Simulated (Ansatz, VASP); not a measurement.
**LiF (Griceite) in two plane-wave programs**

Wanted: the spread between two codes on one cell, functional and k mesh. The cell is taken from a series of runs on this material, whose earlier steps may have relaxed, scaled, displaced or heated it; both programs get it as it stands.

Main program and level: Ansatz 0.2.0; plane waves, with VASP 6.6.1 beside it; elastic constants at LDA.

**1. The starting structure**

Symmetry: Fm-3m, No. 225, cubic system. The conventional cell has a = 3.909 Å, b = 3.909 Å, c = 3.909 Å, α = 90.00°, β = 90.00°, γ = 90.00°. Nearest to Li lie 6 F at 1.95 Å. Nearest to F lie 6 Li at 1.95 Å. Farther neighbours and most contacts between anions are not listed.

Coordinates:

```cif
data_structure
_symmetry_space_group_name_H-M 'P 1'
_symmetry_Int_Tables_number 1
_cell_length_a 2.7641
_cell_length_b 2.7641
_cell_length_c 2.7641
_cell_angle_alpha 60.000
_cell_angle_beta 60.000
_cell_angle_gamma 60.000
_cell_volume 14.93
loop_
_atom_site_label
_atom_site_type_symbol
_atom_site_fract_x
_atom_site_fract_y
_atom_site_fract_z
_atom_site_occupancy
Li1 Li 0.00000 0.00000 0.00000 1
F2 F 0.50000 0.50000 0.50000 1
```

**2. VASP: elastic constants, LDA**

Elastic constants are differences of stresses under small strains, so they test the stress and the mesh.

Lines of VASP's logs that name or quote its potential files are left out, and so is its time.

The input, INCAR:

```
SYSTEM = LiF
PREC = Accurate
ENCUT = 750
EDIFF = 1E-08
NELM = 120
ISMEAR = 0
SIGMA = 0.02
LREAL = .FALSE.
ALGO = Normal
GGA = CA
NBANDS = 11
LORBIT = 11
LWAVE = .FALSE.
LCHARG = .FALSE.
ISIF = 3
IBRION = 6
NFREE = 2
POTIM = 0.015
NSW = 1
LASPH = .TRUE.
GGA_COMPAT = .FALSE.
EFERMI = MIDGAP
```

The input, POSCAR:

```
LiF
1.0
    0.0000000000      1.9544841837      1.9544841837
    1.9544841837      0.0000000000      1.9544841837
    1.9544841837      1.9544841837      0.0000000000
Li F
1 1
Direct
    0.0000000000      0.0000000000      0.0000000000
    0.5000000000      0.5000000000      0.5000000000
```

The input, KPOINTS:

```
Automatic mesh
0
Gamma
8 8 8
0 0 0
```

PAW data sets: Li_sv and F (LDA family, release 64).

Started as:

```
> mpirun -np 1 vasp_std
```

Numbers of over 12 decimals in the logs are rounded to 6 here.

The program printed:

```text
[banner, memory and clock lines left out]
running    1 mpi-ranks, on    1 nodes
 distrk:  each k-point on    1 cores,    1 groups
 distr:  one band on    1 cores,    1 groups

 POSCAR found type information on POSCAR LiF
 POSCAR found :  2 types and       2 ions
 LDA part: xc-table for (Slater(with rela. corr.)+CA(PZ))
 , standard interpolation
 POSCAR, INCAR and KPOINTS ok, starting setup
 FFT: planning ... GRIDC
 FFT: planning ... GRID_SOFT
 FFT: planning ... GRID
 WAVECAR not read
 entering main loop
       N       E                     dE             d eps       ncg     rms          rms(c)
DAV:   1     0.428582231663E+02    0.42858E+02   -0.69396E+03   638   0.121E+03
DAV:   2    -0.947968959331E+01   -0.52338E+02   -0.51527E+02   748   0.236E+02
DAV:   3    -0.109779969215E+02   -0.14983E+01   -0.14933E+01   823   0.355E+01
DAV:   4    -0.109956188052E+02   -0.17622E-01   -0.17619E-01   754   0.413E+00
DAV:   5    -0.109958285017E+02   -0.20970E-03   -0.20969E-03   867   0.316E-01    0.422E+00
DAV:   6    -0.105231241565E+02    0.47270E+00   -0.22146E+00   734   0.999E+00    0.131E+00
DAV:   7    -0.105122221937E+02    0.10902E-01   -0.16500E-02   867   0.122E+00    0.788E-01
DAV:   8    -0.105069153660E+02    0.53068E-02   -0.88996E-03   917   0.110E+00    0.961E-02
DAV:   9    -0.105068890792E+02    0.26287E-04   -0.68641E-04   737   0.265E-01    0.374E-02
DAV:  10    -0.105069025055E+02   -0.13426E-04   -0.30564E-05   748   0.461E-02    0.658E-03
DAV:  11    -0.105069021122E+02    0.39330E-06   -0.12987E-06   817   0.136E-02    0.117E-03
DAV:  12    -0.105069021123E+02   -0.95497E-10   -0.27900E-07   913   0.400E-03    0.760E-04
DAV:  13    -0.105069021011E+02    0.11106E-07   -0.19401E-08   702   0.131E-03    0.205E-04
DAV:  14    -0.105069021004E+02    0.73499E-09   -0.22912E-09   472   0.519E-04
   1 F= -.10506902E+02 E0= -.10506902E+02  d E =0.000000E+00
[... from here on, the cycles between the ionic steps are left out ...]
   2 F= -.10504527E+02 E0= -.10504527E+02  d E =0.000000E+00
   3 F= -.10505829E+02 E0= -.10505829E+02  d E =0.000000E+00
   8 F= -.10506163E+02 E0= -.10506163E+02  d E =0.000000E+00
   9 F= -.10506163E+02 E0= -.10506163E+02  d E =0.000000E+00
  10 F= -.10506163E+02 E0= -.10506163E+02  d E =0.000000E+00
  11 F= -.10506163E+02 E0= -.10506163E+02  d E =0.000000E+00
  12 F= -.10506163E+02 E0= -.10506163E+02  d E =0.000000E+00
  13 F= -.10506163E+02 E0= -.10506163E+02  d E =0.000000E+00
  14 F= -.10506653E+02 E0= -.10506653E+02  d E =0.000000E+00
  15 F= -.10506653E+02 E0= -.10506653E+02  d E =0.000000E+00
  16 F= -.10506655E+02 E0= -.10506655E+02  d E =0.000000E+00
 Finite differences progress:
  Degree of freedom:   8/  8
  Displacement:        1/  2
  Total:              15/ 16
 bond charge predicted
       N       E                     dE             d eps       ncg     rms          rms(c)
DAV:   1    -0.105013124379E+02    0.53425E-02   -0.51408E+00  1301   0.194E+01    0.187E-01
DAV:   2    -0.105069790146E+02   -0.56666E-02   -0.61709E-02  1532   0.218E+00    0.946E-02
DAV:   3    -0.105067199860E+02    0.25903E-03   -0.50002E-04  1574   0.227E-01    0.432E-02
DAV:   4    -0.105066530739E+02    0.66912E-04   -0.21439E-04  1523   0.159E-01    0.111E-02
DAV:   5    -0.105066554230E+02   -0.23491E-05   -0.23226E-05  1536   0.414E-02    0.804E-03
DAV:   6    -0.105066549950E+02    0.42802E-06   -0.94511E-07  1604   0.119E-02    0.111E-03
DAV:   7    -0.105066549869E+02    0.80927E-08   -0.24309E-07  1563   0.426E-03    0.519E-04
DAV:   8    -0.105066549858E+02    0.10804E-08   -0.46278E-09   919   0.716E-04
  17 F= -.10506655E+02 E0= -.10506655E+02  d E =0.000000E+00
 Finite differences progress:
  Degree of freedom:   8/  8
  Displacement:        2/  2
  Total:              16/ 16
```

Parts of OUTCAR (step 2):

```text
ion  position               nearest neighbor table
   1  0.000  0.000  0.000-   2 1.95   2 1.95   2 1.95   2 1.95   2 1.95   2 1.95
   2  0.500  0.500  0.500-   1 1.95   1 1.95   1 1.95   1 1.95   1 1.95   1 1.95

  LATTYP: Found a face centered cubic cell.
 ALAT       =     3.9089683674

 Subroutine GETGRP returns: Found 48 space group operations
 (whereof 48 operations were pure point group operations)

The static configuration has the point symmetry O_h .

 Found     29 irreducible k-points:

   k-points           NKPTS =     29   k-points in BZ     NKDIM =     29   number of bands    NBANDS=     11

   dimension x,y,z NGX =    28 NGY =   28 NGZ =   28
   dimension x,y,z NGXF=    56 NGYF=   56 NGZF=   56

   ENCUT  =  750.0 eV  55.12 Ry    7.42 a.u.   6.17  6.17  6.17*2*pi/ulx,y,z

   NELECT =      10.0000    total number of electrons

 k-points in reciprocal lattice and weights: Automatic mesh
   0.00000000  0.00000000  0.00000000       0.002
   0.12500000  0.00000000  0.00000000       0.016
   0.25000000  0.00000000  0.00000000       0.016
   0.37500000  0.00000000  0.00000000       0.016
   0.50000000  0.00000000  0.00000000       0.008
   0.12500000  0.12500000  0.00000000       0.012
   0.25000000  0.12500000  0.00000000       0.047
   0.37500000  0.12500000  0.00000000       0.047
   0.50000000  0.12500000  0.00000000       0.047
[...]
-0.37500000  0.50000000  0.12500000       0.023
  -0.25000000  0.50000000  0.25000000       0.012

 average (electrostatic) potential at core
       1 -62.9791       2 -76.1607

 E-fermi :   4.1194

 k-point     1 :       0.0000    0.0000    0.0000
  band No.  band energies     occupation
      1     -40.2976      2.00000
      2     -20.5469      2.00000
      3      -0.7208      2.00000
      4      -0.7203      2.00000
      5      -0.7203      2.00000
      6       8.9592      0.00000
      7      23.8653      0.00000
      8      23.8653      0.00000
      9      23.9205      0.00000
     10      24.0841      0.00000
    ...

 k-point     2 :       0.1250    0.0000    0.0000
  band No.  band energies     occupation
      1     -40.2827      2.00000
      2     -20.4770      2.00000
      3      -1.2089      2.00000
      4      -0.7613      2.00000
      5      -0.7611      2.00000
      6       9.3765      0.00000
      7      20.2438      0.00000
      8      22.1045      0.00000
      9      22.1083      0.00000
     10      25.5233      0.00000
    ...

 k-point     3 :       0.2500    0.0000    0.0000
  band No.  band energies     occupation
      1     -40.2470      2.00000
      2     -20.3010      2.00000
      3      -2.2666      2.00000
      4      -0.8568      2.00000
      5      -0.8565      2.00000
      6      10.0665      0.00000
      7      17.6110      0.00000
      8      20.1866      0.00000
      9      20.1888      0.00000
     10      27.1356      0.00000
    ...

  Total       -0.0462493     -0.0505189     -0.0505189      0.0000000     -0.0000000      0.0000000
  in kB       -4.9623726     -5.4204793     -5.4204793      0.0000000     -0.0000000      0.0000000
  external PRESSURE =      -5.2677771 kB  Pullay stress =       0.0000000 kB

  energy-cutoff  :      750.00
  volume of cell :       14.93
      direct lattice vectors                 reciprocal lattice vectors
     0.000000000  1.954484184  1.954484184    -0.255821973  0.255821973  0.255821973
     1.954484184  0.000000000  1.954484184     0.255821973 -0.255821973  0.255821973
     1.954484184  1.954484184  0.000000000     0.255821973  0.255821973 -0.255821973

 POSITION                                       TOTAL-FORCE (eV/Angst)
 -----------------------------------------------------------------------------------
      0.00000      0.00000      0.00000        -0.033173      0.000000      0.000000
      1.93948      1.95448      1.95448         0.033173      0.000000      0.000000
 -----------------------------------------------------------------------------------
    total drift:                               -0.000270      0.000000      0.000000

  FREE ENERGIE OF THE ION-ELECTRON SYSTEM (eV)
  ---------------------------------------------------
  free  energy   TOTEN  =       -10.5066549858 eV

  energy  without entropy=      -10.5066549858  energy(sigma->0) =      -10.50665499

  SYMMETRIZED ELASTIC MODULI (kBar)
 Direction    XX          YY          ZZ          XY          YZ          ZX
 --------------------------------------------------------------------------------
 XX        1652.0324    518.9854    518.9854      0.0000      0.0000      0.0000
 YY         518.9854   1652.0324    518.9854      0.0000      0.0000     -0.0000
 ZZ         518.9854    518.9854   1652.0324      0.0000      0.0000     -0.0000
 XY           0.0000      0.0000      0.0000    707.4363      0.0000      0.0000
 YZ           0.0000      0.0000      0.0000      0.0000    707.4363      0.0000
 ZX           0.0000     -0.0000     -0.0000      0.0000      0.0000    707.4363
 --------------------------------------------------------------------------------

 Eigenvectors and eigenvalues of the dynamical matrix
 ----------------------------------------------------

   1 f  =   10.286811 THz    64.633937 2PiTHz  343.131064 cm-1    42.542811 meV
             X         Y         Z           dx          dy          dz
      0.000000  0.000000  0.000000    -0.855223    0.000000    0.000000
      1.954484  1.954484  1.954484     0.518261    0.000000    0.000000

   2 f  =   10.286811 THz    64.633937 2PiTHz  343.131064 cm-1    42.542811 meV
             X         Y         Z           dx          dy          dz
      0.000000  0.000000  0.000000     0.000000   -0.604734   -0.604734
      1.954484  1.954484  1.954484     0.000000    0.366466    0.366466

   3 f  =   10.286811 THz    64.633937 2PiTHz  343.131064 cm-1    42.542811 meV
             X         Y         Z           dx          dy          dz
      0.000000  0.000000  0.000000     0.000000   -0.604734    0.604734
      1.954484  1.954484  1.954484     0.000000    0.366466   -0.366466

   4 f/i=    0.010880 THz     0.068364 2PiTHz    0.362931 cm-1     0.044998 meV
             X         Y         Z           dx          dy          dz
      0.000000  0.000000  0.000000     0.000000    0.451713   -0.254067
      1.954484  1.954484  1.954484     0.000000    0.745406   -0.419256

   5 f/i=    0.010880 THz     0.068364 2PiTHz    0.362931 cm-1     0.044998 meV
             X         Y         Z           dx          dy          dz
      0.000000  0.000000  0.000000    -0.518261    0.000000    0.000000
      1.954484  1.954484  1.954484    -0.855223    0.000000    0.000000

   6 f/i=    0.010880 THz     0.068364 2PiTHz    0.362931 cm-1     0.044998 meV
             X         Y         Z           dx          dy          dz
      0.000000  0.000000  0.000000     0.000000   -0.254067   -0.451713
      1.954484  1.954484  1.954484     0.000000   -0.419256   -0.745406

 ELASTIC MODULI CONTR FROM IONIC RELAXATION (kBar)
 Direction    XX          YY          ZZ          XY          YZ          ZX
 --------------------------------------------------------------------------------
 XX           0.0000      0.0000      0.0000      0.0000      0.0000      0.0000
 YY           0.0000      0.0000      0.0000      0.0000      0.0000      0.0000
 ZZ           0.0000      0.0000      0.0000      0.0000      0.0000      0.0000
 XY           0.0000      0.0000      0.0000      0.0000      0.0000      0.0000
 YZ           0.0000      0.0000      0.0000      0.0000      0.0000      0.0000
 ZX           0.0000      0.0000      0.0000      0.0000      0.0000      0.0000
 --------------------------------------------------------------------------------

 TOTAL ELASTIC MODULI (kBar)
 Direction    XX          YY          ZZ          XY          YZ          ZX
 --------------------------------------------------------------------------------
 XX        1652.0324    518.9854    518.9854      0.0000      0.0000      0.0000
 YY         518.9854   1652.0324    518.9854      0.0000      0.0000     -0.0000
 ZZ         518.9854    518.9854   1652.0324      0.0000      0.0000     -0.0000
 XY           0.0000      0.0000      0.0000    707.4363      0.0000      0.0000
 YZ           0.0000      0.0000      0.0000      0.0000    707.4363      0.0000
 ZX           0.0000     -0.0000     -0.0000      0.0000      0.0000    707.4363
 --------------------------------------------------------------------------------

 total charge
# of ion       s       p       d       tot
------------------------------------------
    1        2.023   0.080   0.000   2.103
    2        1.716   4.406   0.000   6.122
--------------------------------------------------
tot          3.738   4.487   0.000   8.225

[... 3 further parts left out ...]
```

CONTCAR:

```
LiF
   1.00000000000000
     0.0000000000000000    1.9544841837000000    1.9544841837000000
     1.9544841837000000    0.0000000000000000    1.9544841837000000
     1.9544841837000000    1.9544841837000000    0.0000000000000000
  Li              F
     1     1
Direct
     0.0000000000000000    0.0000000000000000    0.0000000000000000
     0.5038373295944519    0.4961626704055483    0.4961626704055483
```

Levels, forces or a CONTCAR printed for this step are those of its last displaced cell, not of the structure at rest.

(Continued in part 2 of 2.)

[Lines on the potential files, build, host, timing and source positions are cut from VASP's logs without a mark.]

[Logs are printed without paths, hosts, clocks, repeated set-up lines and the standing remarks that a program may print on its own settings, such as how far it seeks lower states.]

[Hosts, paths, dates, database ids (printed as entryN), source tags and the programs' standing remarks are cut or masked in the printed files.]
